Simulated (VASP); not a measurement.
Runs of VASP 6.6.1 on SnSe. Symmetry: Fm-3m, No. 225, cubic system. Conventional cell: a = 6.021 Å, b = 6.021 Å, c = 6.021 Å, α = 90.00°, β = 90.00°, γ = 90.00°. Around Sn (site symmetry m-3m) lie 6 Se at 3.01 Å. Se (site symmetry m-3m) is surrounded by 6 Sn at 3.01 Å. Measurements of this composition are mostly on another form, of space group No. 62.

```tsv
level	potentials or basis	k mesh	cutoff (eV)	mesh quality	gap on the mesh (eV)	pressure (GPa)	relaxed volume (Å³/atom)
RPBE	VASP PAW PBE potentials, release 64 (Sn_d, Se)	10 × 10 × 10	600	not flagged	(a)	0.0	28.80
LDA	VASP PAW LDA potentials, release 64 (Sn_d, Se)	10 × 10 × 10	600	not flagged	0.43	0.0	25.69
PBEsol	VASP PAW PBE potentials, release 64 (Sn, Se)	10 × 10 × 10	580	not flagged	0.47	0.0	26.29
PBEsol	VASP PAW PBE potentials, release 64 (Sn_d, Se)	10 × 10 × 10	300	not flagged	0.47	0.0	26.21
PBEsol	VASP PAW PBE potentials, release 64 (Sn_d, Se)	4 × 4 × 4	600	coarse	0.92	0.0	(b)
```

Alike in all rows: task relaxation of cell and atoms; no spin polarisation; cell relaxed; smearing gaussian 0.1 eV.

Problem. Estimate the missing entries.

Solution. (a) 0.31; (b) 25.60.

Caveats: some runs use coarse meshes; spin-orbit coupling is left out, which moves the levels of the heavy elements; the PAW data sets were made with another functional, which shifts forces and pressure a little (some runs).

A k mesh can miss the band edges, and the runs leave out spin-orbit coupling on Se, Sn.

The runs don't all hold the same shells in valence.

Runs at the PBE level aren't shown here.
